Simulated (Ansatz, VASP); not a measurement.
Two plane-wave programs on Nb

```
CELL_PARAMETERS angstrom
-1.65480 1.65480 1.65480
1.65480 -1.65480 1.65480
1.65480 1.65480 -1.65480
ATOMIC_POSITIONS crystal
Nb 0.00000 0.00000 0.00000
```

Alike in both runs: task single point; functional PBE; k mesh 13 × 13 × 13; occupations gaussian, width 0.01 eV; no spin polarisation.

|  | VASP | Ansatz |
| --- | --- | --- |
| version | VASP 6.6.1 | Ansatz 0.2.0 |
| potentials or method | VASP PAW PBE potentials, release 64 (Nb_sv) | plane waves (420 eV) with PAW, scalar-relativistic |
| plane-wave cutoff (eV) | 520 | 420 |
| valence electrons in the cell | 13 | 13 |

|  | VASP | Ansatz | Ansatz less VASP |
| --- | --- | --- | --- |
| pressure (GPa) | -0.7 | -0.4 | +0.26 |

The functional is the same, so the differences come from potentials, cutoffs and numerics.
